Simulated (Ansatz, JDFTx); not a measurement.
Given: the input of a run of JDFTx 1.7.0 (patched build) on HfO2. Measurements of this composition are mostly on another form, of space group No. 14.

File HfO2.in:

```
lattice \
    0.0000000000     4.8329745637     4.8329745637 \
    4.8329745637     0.0000000000     4.8329745637 \
    4.8329745637     4.8329745637     0.0000000000
coords-type Cartesian
ion Hf     0.0000000000     0.0000000000     0.0000000000 1
ion O      7.2494618456     7.2494618456     7.2494618456 1
ion O      2.4164872819     2.4164872819     2.4164872819 1

ion-species pseudo/Hf.upf
ion-species pseudo/O.upf
elec-cutoff 42 336
elec-ex-corr gga-x-rpbe gga-c-pbe
kpoint-folding 9 9 9
elec-smearing Fermi 0.0018374661
elec-n-bands 18
electronic-SCF nIterations 100 energyDiffThreshold 1e-09
electronic-minimize nIterations 30 energyDiffThreshold 1e-7
forces-output-coords Cartesian
lattice-minimize nIterations 40 energyDiffThreshold 1e-6

dump-name run.$VAR
dump End Ecomponents EigStats BandEigs Kpoints Forces Stress
```

Potentials or basis: PseudoDojo-SR-PBE-0.5-standard.

Command:

```sh
$ jdftx -c 1 -i HfO2.in -o HfO2.out
```

Translate it to Ansatz 0.2.0. Potentials or basis there: Ansatz PAW, cutoff 420 eV.

As run (cutoffs and basis follow the program's own potentials, and thresholds, step limits or extra output files can differ):

input.yaml

```yaml
crystal:
  lattice:
    - [0.0, 2.5575, 2.5575]
    - [2.5575, 0.0, 2.5575]
    - [2.5575, 2.5575, 0.0]
  atoms:
    - { symbol: Hf, position: [0.0, 0.0, 0.0] }
    - { symbol: O, position: [0.75, 0.75, 0.75] }
    - { symbol: O, position: [0.25, 0.25, 0.25] }
hamiltonian:
  xc: rpbe
  pseudopotentials: { kind: paw }
kpoints:
  mp_grid: { grid: [9, 9, 9] }
scf:
  occupations: { method: fermi_dirac, width: 0.05 }
output:
  forces: true
  stress: true
relax:
  f_tol: 0.01
  max_steps: 40
  cell: { stress_tol: 0.05 }
```

Potentials or basis: Ansatz PAW.

The run is started by

```console
$ ansatz run input.yaml --threads 2 --pin off --max-ram 5632MiB --backend cpu --events-out ev --progress --plain --runs-dir out
```

Both were run:

|  | JDFTx | Ansatz |
| --- | --- | --- |
| Relaxed volume | 11.13 Å³/atom | 11.27 Å³/atom |
| Relaxed cell | a = 3.614 Å, b = 3.614 Å, c = 3.614 Å, α = 60.00°, β = 60.00°, γ = 60.00° | a = 3.630 Å, b = 3.630 Å, c = 3.630 Å, α = 60.00°, β = 60.00°, γ = 60.00° |
| Space group after relaxing | Fm-3m (No. 225) | Fm-3m (No. 225) |
| Pressure after relaxing | 0.0 GPa | 0.0 GPa |

Ansatz's pressure holds a Pulay term of +0.75 GPa for its cutoff of 420 eV, which the other run lacks.

The potentials hold 24 and 38 valence electrons a cell.

JDFTx's potentials were made for PBE. Ansatz's potentials were made for PBE.

Where Ansatz's input types no cutoff or centring, it takes its own default and a Γ-centred mesh.

Pressure is positive in compression.
